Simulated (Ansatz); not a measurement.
# TiO2: response to strain

Aim: deform TiO2 (equal xx and yy strain of -1 %) and compute stress, forces and field gradients with LAPW, PAW and all-electron datasets made for the crystal.

Program: Ansatz 0.2.0. Level of theory: DFT PBE, scalar-relativistic. These are calculated values, not measurements.

**1. Starting point**

Symmetry: P4_2/mnm, No. 136, tetragonal system. Conventional cell: a = 4.594 Å, b = 4.594 Å, c = 2.959 Å, α = 90.00°, β = 90.00°, γ = 90.00°. Ti (site symmetry mmm) is surrounded by 6 O at 1.94 to 1.99 Å. Around O (site symmetry m2m) lie 3 Ti at 1.94 to 1.99 Å.

As a file:

```xyz
6
Lattice="4.5940 0.0000 0.0000 0.0000 4.5940 0.0000 0.0000 0.0000 2.9590" Properties=species:S:1:pos:R:3 pbc="T T T"
Ti    0.0000    0.0000    0.0000
Ti    2.2970    2.2970    1.4795
O     1.4058    1.4058    0.0000
O     0.8912    3.7028    1.4795
O     3.1882    3.1882    0.0000
O     3.7028    0.8912    1.4795
```

Atoms are numbered in the order of the input: Ti1, Ti2, O3, O4, O5, O6.

**2. After the deformation**

Space group P4_2/mnm before, P4_2/mnm after.

**3. Full-potential LAPW**

File input.yaml:

```yaml
crystal:
  lattice:
    - [4.54806, 0.0, 0.0]
    - [0.0, 4.54806, 0.0]
    - [0.0, 0.0, 2.959]
  atoms:
    - { symbol: Ti, position: [0.0, 0.0, 0.0] }
    - { symbol: Ti, position: [0.5, 0.5, 0.5] }
    - { symbol: O, position: [0.306, 0.306, 0.0] }
    - { symbol: O, position: [0.194, 0.806, 0.5] }
    - { symbol: O, position: [0.694, 0.694, 0.0] }
    - { symbol: O, position: [0.806, 0.194, 0.5] }
kpoints:
  mp_grid: { grid: [7, 7, 10] }
  band_path:
    path:
      - [0.0, 0.0, 0.0]
      - [0.0, 0.5, 0.0]
      - [0.5, 0.5, 0.0]
      - [0.0, 0.0, 0.0]
      - [0.0, 0.0, 0.5]
      - [0.0, 0.5, 0.5]
      - [0.5, 0.5, 0.5]
      - [0.0, 0.0, 0.5]
      - [0.0, 0.5, 0.0]
    npoints: 5
scf:
  occupations: { method: fermi_dirac, width: 0.05 }
hamiltonian:
  xc: pbe
  pseudopotentials: { kind: all_electron, lapw: { basis_error: 0.0005 } }
output:
  forces: true
  stress: true
  eigenvalues: true
```

The run is started by

```bash
$ ansatz run input.yaml --threads 2 --pin off --max-ram 6144MiB --backend cpu --events-out ev --progress --plain --runs-dir out
```

**4. Frozen-core PAW**

File input.yaml:

```yaml
crystal:
  lattice:
    - [4.54806, 0.0, 0.0]
    - [0.0, 4.54806, 0.0]
    - [0.0, 0.0, 2.959]
  atoms:
    - { symbol: Ti, position: [0.0, 0.0, 0.0] }
    - { symbol: Ti, position: [0.5, 0.5, 0.5] }
    - { symbol: O, position: [0.306, 0.306, 0.0] }
    - { symbol: O, position: [0.194, 0.806, 0.5] }
    - { symbol: O, position: [0.694, 0.694, 0.0] }
    - { symbol: O, position: [0.806, 0.194, 0.5] }
kpoints:
  mp_grid: { grid: [7, 7, 10] }
scf:
  occupations: { method: fermi_dirac, width: 0.05 }
hamiltonian:
  xc: pbe
  pseudopotentials: { kind: paw }
output:
  forces: true
  stress: true
  eigenvalues: true
  efg: { contact_densities: true }
```

**5. Datasets made for this crystal**

input.yaml: that of step 4 with these lines changed.

```diff
@@ -18,3 +18,3 @@
   xc: pbe
-  pseudopotentials: { kind: paw }
+  pseudopotentials: { kind: all_electron, datasets: crystal }
 output:
```

(Steps that only read results are left out.)

**Question.** What will these runs give? Wanted: pressure; largest shear or deviatoric stress.

The runs gave:

```
                                 quantity                                              value
                                 pressure  LAPW 10.16, PAW 10.18, crystal datasets 10.17 GPa
largest shear or deviatoric stress (LAPW)                                           1.48 GPa
```

What this shows: The largest part of the stress beyond the pressure is 1.48 GPa in size, in the zz component; the atoms are carried along and not relaxed. No run of the undeformed cell stands beside it, so the pressure holds what the given cell had before the change. PAW: stress within 0.03 GPa of LAPW, forces within 1 meV/Å. Crystal datasets: stress within 0.01 GPa of LAPW, forces within 1 meV/Å.
